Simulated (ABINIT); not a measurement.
**GaAs: single point with LDA**

**What was measured.**

“Evidence of valence band perturbations in GaAsN/GaAs(001): A combined variable-angle spectroscopic ellipsometry and modulated photoreflectance investigation”, 2008, arxiv:0805.2212 reports, for a bulk crystal of GaAs at 300 K: band gap 1.418 ± 0.005 eV (direct).

GaAs:

```
As Ga
1.0
     0.00000    2.82685    2.82685
     2.82685    0.00000    2.82685
     2.82685    2.82685    0.00000
As Ga
1 1
Direct
  0.75000 0.75000 0.75000
  0.00000 0.00000 0.00000
```

```yaml
Program: ABINIT 10.8.3 (patched build)
Task: single point
Functional: LDA
Potentials_or_basis: PseudoDojo NC SR LDA v0.4.1 standard
Cutoff: 980 eV
k_mesh: 6 × 6 × 6
Occupations: fermi-dirac, width 0.05 eV
Spin: no spin polarisation
```

```yaml
Band_gap_on_the_k_mesh: 0.28 eV, direct
Valence_electrons_inside_the_program's_atomic_spheres: As 12.39; Ga 10.84
```

Levels at points of the mesh, in eV from the valence-band top:
```csv
k point,band 11,band 12,band 13,band 14,band 15,band 16,band 17,band 18
"(0.00, 0.00, 0.00)",-12.79,0.00,0.00,0.00,0.28,3.69,3.69,3.69
"(0.50, 0.00, 0.00)",-11.03,-6.70,-1.14,-1.14,0.84,4.60,4.60,7.58
"(0.50, 0.50, 0.00)",-10.29,-6.88,-2.69,-2.69,1.35,1.56,10.04,10.04
```

It took 33 s on 1 thread of Arm Neoverse V2 (shared host), peak memory 0.08 GiB.

A measured gap of GaAs is 1.418 eV (direct; 300 K; “Evidence of valence band perturbations in GaAsN/GaAs(001): A combined variable-angle spectroscopic ellipsometry and modulated photoreflectance investigation”, 2008, arxiv:0805.2212); the calculated 0.28 eV misses it by -1.14 eV. So large a miss can be the level of theory's own, or it may mean another phase, state or a wrong row. 3 values of this kind are on record (1.412 to 1.51 eV); this one was drawn at random among those near their median, those with a stated uncertainty first. Spin-orbit coupling on As, Ga is left out. The value is that of LDA, without temperature or zero-point motion. Semilocal functionals fall short of measured gaps as a rule.
